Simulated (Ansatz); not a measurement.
# Effect of tensor shear ε_xz = −0.33 % on GeTe

Start from GeTe (space group R3m, No. 160).

```
CELL_PARAMETERS angstrom
      2.08110     1.20152     3.48782
     -2.08110     1.20152     3.48782
      0.00000    -2.40305     3.48782
ATOMIC_POSITIONS crystal
  Ge 0.23834 0.23834 0.23834
  Te 0.76166 0.76166 0.76166
```

Cartesian axes are those of the cell as printed.

Now apply this change: a pure shear with ε_xz = ε_zx = -0.0033, atoms relaxed at fixed cell.

Level of theory: Kohn–Sham DFT with the PBEsol functional, run in Ansatz (a first-principles code) with PAW and 420 eV plane waves, no spin-orbit coupling. Settings: 10×10×10 k-points, 0.05 eV Fermi–Dirac smearing.

| quantity | base | changed | shift |
|---|---|---|---|
| volume per atom | 26.16 Å³ | 26.16 Å³ | 0.00 Å³ |
| space group | R3m (No. 160) | P1 (No. 1) | – |
| energy relative to the base (free energy F) | 0 meV/atom | +0.1 meV/atom | +0.1 meV/atom |
| pressure (mean of the normal stresses, compression positive) | -0.01 GPa | 0.00 GPa | +0.01 GPa |
| band gap (an upper bound: an edge found on the path is not a true extremum; both cells) | 0.51 eV | 0.49 eV | -0.026 eV |
| stress (xx, yy, zz, yz, xz, xy; compression positive) | – | (0.01, -0.01, 0.01, 0.00, 0.27, -0.15) GPa | – |

Final structure:

```
CELL_PARAMETERS angstrom
      2.06959     1.20152     3.48095
     -2.09261     1.20152     3.49469
     -0.01151    -2.40305     3.48782
ATOMIC_POSITIONS crystal
  Ge 0.24051 0.23610 0.23836
  Te 0.75949 0.76390 0.76164
```

Cost of the whole job for the changed cell (relaxation, final SCF and bands): about 4 core-minutes (a rough figure).

With Te present, leaving out spin-orbit coupling can change the band edges. The cells carry an imposed strain or load. Stability against distortions was not tested.
